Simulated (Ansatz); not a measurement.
# Se at several levels of theory

One geometry, relaxed with PBE+D3(BJ), and single points on it; plane waves with PAW potentials in Ansatz, scalar-relativistic unless the row names spin-orbit coupling. No spin polarisation. Meshes are on the primitive cell of 3 atoms. Gaps are the least over mesh and band path; pressure is positive in compression. Smearing is Gaussian, 0.02 eV. Rows that don't name D3 lack it, which shows in their pressure.

```cif
data_structure
_symmetry_space_group_name_H-M 'P 1'
_symmetry_Int_Tables_number 1
_cell_length_a 4.0664
_cell_length_b 4.0664
_cell_length_c 5.1281
_cell_angle_alpha 90.000
_cell_angle_beta 90.000
_cell_angle_gamma 120.000
_cell_volume 73.44
loop_
_atom_site_label
_atom_site_type_symbol
_atom_site_fract_x
_atom_site_fract_y
_atom_site_fract_z
_atom_site_occupancy
Se1 Se 0.24744 0.00000 0.16667 1
Se2 Se 0.00000 0.24744 0.83333 1
Se3 Se 0.75256 0.75256 0.50000 1
```

```tsv
level	cutoff (eV)	k mesh	gap (eV)	pressure (GPa)	rough cost with bands (core-min)
PBE+D3(BJ)	420	12×12×8	0.47	0.0	2
```

Q: What do r2SCAN, PBE+D3(BJ) with spin-orbit coupling, LDA give on the same cell?

A:
| level | cutoff (eV) | k mesh | gap (eV) | pressure (GPa) | rough cost with bands (core-min) |
| --- | --- | --- | --- | --- | --- |
| r2SCAN | 500 | 12×12×8 | 0.69 | 1.2 | 3 |
| PBE+D3(BJ) with spin-orbit coupling | 420 | 12×12×8 | 0.38 | 0.1 | 3 |
| LDA | 420 | 12×12×8 | 0.38 | -2.1 | 2.1 |